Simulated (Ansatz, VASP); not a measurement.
# Mo: VASP beside Ansatz

```
Mo
1.0
     2.88779    0.00000    0.00000
    -1.44389    2.50090    0.00000
     0.00000    0.00000    2.29281
Mo
1
Cartesian
  0.0000 0.0000 1.1464
```

Alike in both runs: task single point; functional PBE; k mesh 24 × 24 × 20; occupations gaussian, width 0.15 eV; no spin polarisation.

|  | VASP | Ansatz |
| --- | --- | --- |
| version | VASP 6.6.1 | Ansatz 0.2.0 |
| potentials or method | VASP PAW PBE potentials, release 64 (Mo_sv) | scalar-relativistic, plane waves, PAW |
| plane-wave cutoff (eV) | 520 | 420 |
| valence electrons in the cell | 14 | 14 |

|  | VASP | Ansatz | Ansatz less VASP |
| --- | --- | --- | --- |
| gap on the k mesh at the Fermi level (eV) | none | none | - |
| pressure (GPa) | 11.5 | 10.6 | -0.87 |
| largest component of the traceless stress (GPa) | 33.87 | 32.66 | -1.208 |

A gap of «none» marks a metal or a gap that the smearing closes. With one functional, cell and mesh, what is left measures potentials, basis and numerics.
